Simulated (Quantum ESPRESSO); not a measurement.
**W under changes of volume**

One of the cells (15.848 Å³/atom); the others are scaled copies at fixed shape and fractional positions:

```
CELL_PARAMETERS angstrom
-1.58234 1.58234 1.58234
1.58234 -1.58234 1.58234
1.58234 1.58234 -1.58234
ATOMIC_POSITIONS crystal
W 0.00000 0.00000 0.00000
```

```yaml
Program: Quantum ESPRESSO 7.5
Functional: PBE
Potentials_or_basis: SSSP 1.3 efficiency PBE
Cutoff: 748 eV
Density_cutoff: 5987 eV
k_mesh: 12 × 12 × 12
Occupations: fermi-dirac, width 0.05 eV
Spin: no spin polarisation
```

```tsv
volume (Å³/atom)	energy over the lowest point (meV/atom)	pressure (GPa)
14.897	106.87	28.8
15.214	?	?
15.531	25.07	12.9
15.848	6.09	6.1
16.165	0.00	-0.2
16.482	5.67	-5.8
16.798	22.04	-10.9
```

Question: What does the run at 15.214 Å³/atom give?

Answer: Energy over the lowest point 58.18 meV/atom; pressure 20.5 GPa.

Worked out: A Birch-Murnaghan fit of order 3 (a polynomial in V^(-2/3)) to the other rows has its minimum at 16.17 Å³/atom with B0 = V·E''(V) = 303 GPa and B' = 3.7. It gives 58.21 meV/atom at 15.214 Å³/atom, against the run's 58.18, and -dE/dV = 20.5 GPa, against 20.5.

Energies are extrapolated to zero smearing.
